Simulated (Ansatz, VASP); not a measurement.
HfO2: VASP beside Ansatz

```
CELL_PARAMETERS angstrom
0.00000 2.49783 2.49783
2.54881 -0.05098 2.54881
2.54881 2.54881 -0.05098
ATOMIC_POSITIONS crystal
Hf 0.00000 0.00000 0.00000
O 0.25000 0.25000 0.25000
O 0.75000 0.75000 0.75000
```

Change from the starting cell: strain -0.0400 x Voigt [0, 0, 0, 1, 0, 0], atoms carried along.

Alike in both runs: task single point; functional PBE; k mesh 8 × 8 × 8; occupations gaussian, width 0.05 eV; no spin polarisation.

```csv
,VASP,Ansatz
version,VASP 6.6.1,Ansatz 0.2.0
potentials or method,"VASP PAW PBE potentials, release 64 (Hf_pv, O)","scalar-relativistic, plane waves, PAW"
plane-wave cutoff (eV),520,420
valence electrons in the cell,22,38
```

Ansatz gave:

| Quantity | Value |
| --- | --- |
| gap on the k mesh at the Fermi level (eV) | 3.76 |
| least direct gap on the mesh (eV) | 3.76 |
| pressure (GPa) | 0.4 |
| largest component of the traceless stress (GPa) | 3.55 |
| rms of the force components (eV/Å) | 0.127 |

Question: Which values does VASP return?

Answer: gap on the k mesh at the Fermi level (eV): 3.77; least direct gap on the mesh (eV): 3.77; pressure (GPa): -3.2; largest component of the traceless stress (GPa): 3.37; rms of the force components (eV/Å): 0.115.

Atom by atom the forces differ by 0.012 eV/Å (rms over components). The two sets of potentials don't hold the same shells in valence.

Caveats: spin-orbit coupling is left out, which moves the levels of the heavy elements. A k mesh can miss the band edges.
